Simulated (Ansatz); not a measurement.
Geometry optimisation, Ansatz 0.2.0, DFT r2SCAN, scalar-relativistic, plane waves, PAW.

The input (input.yaml):

```yaml
accuracy: low
crystal:
  lattice:
    - [5.45095, 0.0, 0.0]
    - [0.0, 5.45095, 0.0]
    - [0.0, 0.0, 21.539163]
  atoms:
    - { symbol: Ca, position: [0.5, 0.0, 0.0464271] }
    - { symbol: F, position: [0.25, 0.75, 0.2362307] }
    - { symbol: F, position: [0.25, 0.25, 0.2362307] }
    - { symbol: Ca, position: [0.5, 0.5, 0.1729629] }
    - { symbol: F, position: [0.25, 0.25, 0.109695] }
    - { symbol: F, position: [0.25, 0.75, 0.109695] }
    - { symbol: Ca, position: [0.0, 0.0, 0.1729629] }
    - { symbol: F, position: [0.75, 0.75, 0.109695] }
    - { symbol: F, position: [0.75, 0.25, 0.109695] }
    - { symbol: Ca, position: [0.0, 0.5, 0.0464271] }
    - { symbol: F, position: [0.75, 0.25, 0.2362307] }
    - { symbol: F, position: [0.75, 0.75, 0.2362307] }
    - { symbol: Ca, position: [0.5, 0.0, 0.2994986] }
    - { symbol: F, position: [0.25, 0.75, 0.4893023] }
    - { symbol: F, position: [0.25, 0.25, 0.4893023] }
    - { symbol: Ca, position: [0.5, 0.5, 0.4260344] }
    - { symbol: F, position: [0.25, 0.25, 0.3627665] }
    - { symbol: F, position: [0.25, 0.75, 0.3627665] }
    - { symbol: Ca, position: [0.0, 0.0, 0.4260344] }
    - { symbol: F, position: [0.75, 0.75, 0.3627665] }
    - { symbol: F, position: [0.75, 0.25, 0.3627665] }
    - { symbol: Ca, position: [0.0, 0.5, 0.2994986] }
    - { symbol: F, position: [0.75, 0.25, 0.4893023] }
    - { symbol: F, position: [0.75, 0.75, 0.4893023] }
basis:
  ecutwfc: 500.0
kpoints:
  mp_grid: { grid: [2, 2, 1] }
hamiltonian:
  xc: r2scan
  pseudopotentials: { kind: paw, azcp: { folder: soft_1 } }
scf:
  occupations: { method: fermi_dirac, width: 0.05 }
  lower_state_search: "off"
relax:
  f_tol: 0.08
  max_steps: 25
  adjacent_minimum: "off"
  constraints: [{ sites: [0, 4, 5, 7, 8, 9] }]
output:
  write_density: true
  write_potential: true
  elf: true
  volumetric_format: npy
```

Run as:

```bash
$ ansatz run input.yaml --threads 4 --pin off --max-ram 10240MiB --backend cpu --events-out ev --progress --plain --runs-dir out
```

Where does it end, and by what steps?

It converged. The force dipped under the threshold on the way, but the program's further checks kept it going. Limits of this set-up: coarse k mesh, thin slab, slab without dipole correction, a typed lattice constant that wasn't relaxed here, low accuracy level. After 6 steps the energy has fallen by 1.509 eV; Ca16 moved furthest, 0.35 Å.

```csv
step,energy less start (eV),largest force component (eV/Å),accepted
0,0.0000,1.903,yes
1,-1.0915,0.961,yes
2,-1.4864,0.150,yes
3,-1.4969,0.110,yes
4,-1.5002,0.254,yes
5,-1.5089,0.015,yes
6,-1.5089,0.015,yes
```

```xyz
24
Lattice="5.4509 0.0000 0.0000 0.0000 5.4509 0.0000 0.0000 0.0000 21.5392" Properties=species:S:1:pos:R:3
Ca 2.725 0.000 1.000
F 1.363 4.088 5.109
F 1.363 1.363 5.109
Ca 2.725 2.725 4.009
F 1.363 1.363 2.363
F 1.363 4.088 2.363
Ca 0.000 0.000 4.009
F 4.088 4.088 2.363
F 4.088 1.363 2.363
Ca 0.000 2.725 1.000
F 4.088 1.363 5.109
F 4.088 4.088 5.109
Ca 2.725 0.000 6.761
F 1.363 4.088 10.601
F 1.363 1.363 10.601
Ca 2.725 2.725 9.526
F 1.363 1.363 7.866
F 1.363 4.088 7.866
Ca 0.000 0.000 9.526
F 4.088 4.088 7.866
F 4.088 1.363 7.866
Ca 0.000 2.725 6.761
F 4.088 1.363 10.601
F 4.088 4.088 10.601
```

Whether the end is a true minimum wasn't checked by a vibrational analysis.

The run took 65 s on 4 threads of Arm Neoverse V2 (shared host), peak memory 1.9 GiB.
